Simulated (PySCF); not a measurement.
Molecule: 1,3-cyclohexadiene (C1=CCCC=C1, C6H8).

Bonds (- single, = double, # triple, : aromatic): C1=C2, C2-C3, C3-C4, C4-C5, C5=C6, C6-C1. C1 carries H7; C2 carries H8; C3 carries H9, H10; C4 carries H11, H12; C5 carries H13; C6 carries H14.

Frames of a GFN2-xTB Langevin trajectory at 600 K; GIAO PBE0/pcSseg-1 shieldings in PySCF 2.14, gas phase, non-relativistic; equivalent atoms averaged within each frame.

δ = σ(ref) − σ, references computed at the same level: ¹³C (186.93 ppm) and ¹H (31.72 ppm) against TMS. The references are static minima.

How do the shifts (ppm) fluctuate along the trajectory?

Results:


```tsv
time (fs)	C2/C5	C1/C6	C3/C4	H8/H13	H7/H14	H9/H10/H11/H12
optimised geometry	133.7	132.0	25.7	6.05	6.21	2.25
250	138.8	133.6	28.0	6.17	5.74	2.37
425	134.3	126.9	30.0	6.37	5.85	3.18
625	128.0	131.1	26.0	5.25	6.22	3.15
800	137.9	133.5	26.0	6.31	6.38	3.44
1000	137.2	139.7	27.6	6.72	6.49	2.90
mean of frames	135.2	133.0	27.5	6.16	6.14	3.01
standard deviation	4.4	4.6	1.7	0.55	0.33	0.40
```

5 frames give an uncertainty of the mean of about the standard deviation over 2.2 at best, since frames this close in time may not be independent; classical motion lacks zero-point vibration, and the reference would need the same averaging.
